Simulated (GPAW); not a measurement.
HgTe (Coloradoite):

```
CELL_PARAMETERS angstrom
0.00000 3.21450 3.21450
3.21450 0.00000 3.21450
3.21450 3.21450 0.00000
ATOMIC_POSITIONS crystal
Hg 0.00000 0.00000 0.00000
Te 0.75000 0.75000 0.75000
```

Base run:

* Program: GPAW 26.7.0
* Functional: PBEsol
* Potentials or basis: PAW data sets generated in the run's folder for this functional
* Cutoff: 450 eV
* Basis: pw
* k mesh: 6 × 6 × 6
* Occupations: fermi-dirac, width 0.05 eV
* Spin: no spin polarisation

Its results: pressure 1.5 GPa.

**Question.** The run is repeated on the same cell with these changes: functional from PBEsol to LDA; cutoff from 450 eV to 600 eV. What comes out?

**Answer.** Pressure 0.1 GPa.

LDA binds more tightly than PBEsol, so the same cell stands under less pressure.

Caveats: the cutoff is short for stress and forces, so pressures can be off by a GPa or more (some runs).

Not every run made on this cell is shown here.
